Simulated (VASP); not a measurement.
A run of VASP 6.6.1:

File INCAR:

```
PREC     = Accurate       # precision mode
ENCUT    = 520            # plane-wave cutoff, eV
EDIFF    = 1E-6           # SCF threshold, eV
ISMEAR   = 0              # smearing method
SIGMA    = 0.03           # smearing width, eV
LREAL    = False          # projectors in reciprocal space
LASPH    = True           # aspherical terms in the spheres
NELM     = 120            # most SCF steps
ALGO     = Normal         # electronic algorithm
ISIF     = 3              # what is computed and relaxed
LWAVE    = False          # write WAVECAR
LCHARG   = False          # write CHGCAR
GGA      = PE             # functional
IBRION   = 2              # ionic algorithm
NSW      = 90             # ionic steps
EDIFFG   = -0.01          # ionic threshold
KPAR     = 4
```

The input KPOINTS:

```
regular mesh
0
Gamma
  10 10 2
```

Contents of POSCAR:

```
Al2GaN3
1.0
    3.1559237100      0.0000000000      0.0000000000
   -1.5779618600      2.7331101100      0.0000000000
    0.0000000000      0.0000000000     15.2960000000
Al Ga N
4 2 6
Direct
    0.6666666700      0.3333333300      0.1683446700
    0.6666666700      0.3333333300      0.8317860900
    0.3333333300      0.6666666700      0.6683446700
    0.3333333300      0.6666666700      0.3317860900
    0.3333333300      0.6666666700      0.0007191400
    0.6666666700      0.3333333300      0.5007191400
    0.3333333300      0.6666666700      0.1304262600
    0.3333333300      0.6666666700      0.7932139100
    0.6666666700      0.3333333300      0.9565245800
    0.6666666700      0.3333333300      0.6304262600
    0.6666666700      0.3333333300      0.2932139100
    0.3333333300      0.6666666700      0.4565245800
```

Potentials or basis: VASP PAW PBE potentials, release 64 (Al, Ga_d, N).

The run is started by

```sh
$ cat potpaw_PBE.64/Al/POTCAR potpaw_PBE.64/Ga_d/POTCAR potpaw_PBE.64/N/POTCAR > POTCAR
$ mpirun -np 4 vasp_std > vasp.out
```

Hardware: 4 MPI ranks on AMD EPYC 9R45 96-Core Processor (Zen 5), with other jobs on the host.

Q: Estimate the wall time of this run.

A: It took 53 s on 4 MPI ranks on AMD EPYC 9R45 96-Core Processor (Zen 5) (shared host), peak memory 0.31 GiB a rank. Counts: scf iterations 30, k points 28, ion steps 5.
